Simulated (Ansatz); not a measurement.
A plane-wave DFT run in Ansatz 0.2.0 (scalar-relativistic PAW potentials unless the input names others): input and command.

```yaml
crystal:
  lattice:
    - [1.55181058, 0.0, 0.0]
    - [-0.77590529, 2.57338672, 0.0]
    - [0.0, 0.0, 14.73255417]
  atoms:
    - { symbol: Ag, position: [-0.0028298169, -0.0056596339, -0.002470635] }
    - { symbol: Ag, position: [0.1808972355, 0.3617944709, 0.1361467327] }
    - { symbol: Ag, position: [0.3637188894, 0.7274377789, 0.2695677116] }
    - { symbol: Ag, position: [0.454087703, 0.908175406, 0.0891509195] }
    - { symbol: Ag, position: [0.0906201135, 0.1812402271, 0.3154313501] }
    - { symbol: Ag, position: [0.2743117774, 0.5486235548, 0.4477099378] }
    - { symbol: Ag, position: [0.6359828211, 0.2719656422, 0.2255368093] }
    - { symbol: Ag, position: [0.8188182515, 0.6376365031, 0.3589409362] }
    - { symbol: Ag, position: [0.725543794, 0.451087588, 0.0473892425] }
    - { symbol: Ag, position: [0.9090622795, 0.818124559, 0.1796755045] }
    - { symbol: Ag, position: [0.5456914611, 0.0913829222, 0.4059520676] }
    - { symbol: Ag, position: [0.1811817485, 0.3623634969, 0.8589409362] }
    - { symbol: Ag, position: [0.3640171789, 0.7280343578, 0.7255368093] }
    - { symbol: Ag, position: [0.4543085389, 0.9086170778, 0.9059520676] }
    - { symbol: Ag, position: [0.0909377205, 0.181875441, 0.6796755045] }
    - { symbol: Ag, position: [0.274456206, 0.548912412, 0.5473892425] }
    - { symbol: Ag, position: [0.6362811106, 0.2725622211, 0.7695677116] }
    - { symbol: Ag, position: [0.8191027645, 0.6382055291, 0.6361467327] }
    - { symbol: Ag, position: [0.7256882226, 0.4513764452, 0.9477099378] }
    - { symbol: Ag, position: [0.9093798865, 0.8187597729, 0.8154313501] }
    - { symbol: Ag, position: [0.545912297, 0.091824594, 0.5891509195] }
    - { symbol: Ag, position: [1.0028298169, 0.0056596339, 0.497529365] }
basis:
  ecutwfc: 420
kpoints:
  mp_grid: { grid: [12, 12, 2] }
hamiltonian:
  xc: pbe
scf:
  occupations: { method: gaussian, width: 0.1 }
  max_iter: 100
output:
  forces: true
  eigenvalues: true
  stress: true
```

```bash
ansatz run input.yaml --threads 4 --pin off --max-ram 11264MiB --backend cpu --events-out ev --progress --plain --runs-dir out
```

Abridged log:
```
Pseudopotentials: kind: paw
Pseudopotential: Ag, paw, valence charge 19, recommended cutoff 420 eV (normal)
Functional definition: PBE
Crystal: 22 atoms, lattice volume = 58.833 Å³
Basis set: ecut = 420 eV, 1175 PW (Γ), exchange–correlation on 24×36×200 points (8 copies of the dense FFT grid, shifted against one another)
Bands: 251, of which v1, the nominal top of the filled ones, is band 209 counted from 1 (208 counted from 0)
Symmetry: 4 space group operations
Space group: Cmc21 (ITA 36), of the structure as read, at distance tolerance 3.9e-5 Å
k-points: 86 of 288
Initial density: superposition of atomic densities (neutral atoms: chi_scale 0, normalization atom), corrected by the library's trained network
Initial wavefunctions: pseudopotential atomic-orbital guess
Functional: x = pbe(κ = 0.804, μ = 0.21951497), c = pbe(β = 0.06672455)
SCF iter   1: F=—  HF=-163373.327973 eV  |F-HF|=—  |Δ(HF+E_count)|=         —  Δρ=1.81e0  dr2=2.78e3  ethr=1.77e-3  ⟨swp⟩=11.6  Hψ=129807  notcnv=0  defer=1949
SCF iter   2: F=—  HF=-163631.291333 eV  |F-HF|=—  |Δ(HF+E_count)|=    2.58e2  Δρ=7.69e-1  dr2=2.50e2  ethr=1.77e-3  ⟨swp⟩=7.8  Hψ=77766  notcnv=0  defer=2862
SCF iter   3: F=—  HF=-163554.157426 eV  |F-HF|=—  |Δ(HF+E_count)|=    7.71e1  Δρ=2.79e-1  dr2=5.43e1  ethr=1.77e-3  ⟨swp⟩=5.3  Hψ=48148  notcnv=0  defer=2937
SCF iter   4: F=—  HF=-163542.604208 eV  |F-HF|=—  |Δ(HF+E_count)|=    1.16e1  Δρ=7.90e-2  dr2=5.35e0  ethr=1.77e-3  ⟨swp⟩=5.3  Hψ=42834  notcnv=0  defer=2933
SCF iter   5: F=—  HF=-163541.662446 eV  |F-HF|=—  |Δ(HF+E_count)|=   9.42e-1  Δρ=1.37e-2  dr2=8.46e-2  ethr=1.28e-3  ⟨swp⟩=5.0  Hψ=31927  notcnv=0  defer=2932
SCF iter   6: F=—  HF=-163541.669745 eV  |F-HF|=—  |Δ(HF+E_count)|=   7.30e-3  Δρ=2.97e-3  dr2=1.36e-2  ethr=2.02e-5  ⟨swp⟩=3.0  Hψ=33464  notcnv=0  defer=2928
SCF iter   7: F=—  HF=-163541.669404 eV  |F-HF|=—  |Δ(HF+E_count)|=   3.41e-4  Δρ=9.41e-4  dr2=2.69e-3  ethr=3.27e-6  ⟨swp⟩=2.0  Hψ=20888  notcnv=0  defer=2927
SCF iter   8: F=—  HF=-163541.669119 eV  |F-HF|=—  |Δ(HF+E_count)|=   2.85e-4  Δρ=2.03e-4  dr2=7.98e-5  ethr=6.45e-7  ⟨swp⟩=2.3  Hψ=22335  notcnv=0  defer=2926
SCF iter   9: F=—  HF=-163541.669156 eV  |F-HF|=—  |Δ(HF+E_count)|=   3.71e-5  Δρ=3.78e-5  dr2=4.00e-7  ethr=1.91e-8  ⟨swp⟩=2.7  Hψ=28453  notcnv=0  defer=2926
SCF iter  10: F=-163541.669156 eV  HF=-163541.669156 eV  |F-HF|=2.25e-8  |Δ(HF+E_count)|=   1.76e-7  Δρ=7.64e-6  dr2=3.36e-8  ethr=2.39e-11  ⟨swp⟩=17.5  Hψ=141347  notcnv=0
Error: refused after 10 iterations: one_centre_occupation = 2.05e0 (threshold 2.00e0); read on the Ag atom at site 15 (counted from 0), in its partial waves of l = 1. The loop had accepted its state. The figure is how many electrons the atom's PAW partial-wave expansion lays in one spin orbital inside its sphere. Of a state that the partial waves describe, at an atom whose sphere does not reach far into another's, it is at most what a level can hold: about one, and more with the corrected tetrahedra; the threshold leaves room over one. Most likely the run has filled a ghost state, a level that ...
```

**Question.** The run was meant for a cell not far from equilibrium. Find the fault.

**Answer.** The fault is a lattice far too small (lattice vectors times 0.529). Setting it back cures it. The SCF loop closed, but the program refused the state that it reached. A reference run of the cell with lattice vectors 2.9325 0.0000 0.0000; -1.4662 4.8630 0.0000; 0.0000 0.0000 27.8405 Å and the atoms in their places converged, and the end of its own relaxation has pressure -0.32 GPa, largest force 0.004 eV/Å, no gap on the mesh.

Time: 35 s on 4 threads of AMD EPYC 9R45 96-Core Processor (Zen 5), with other jobs on the host, peak memory 1.8 GiB.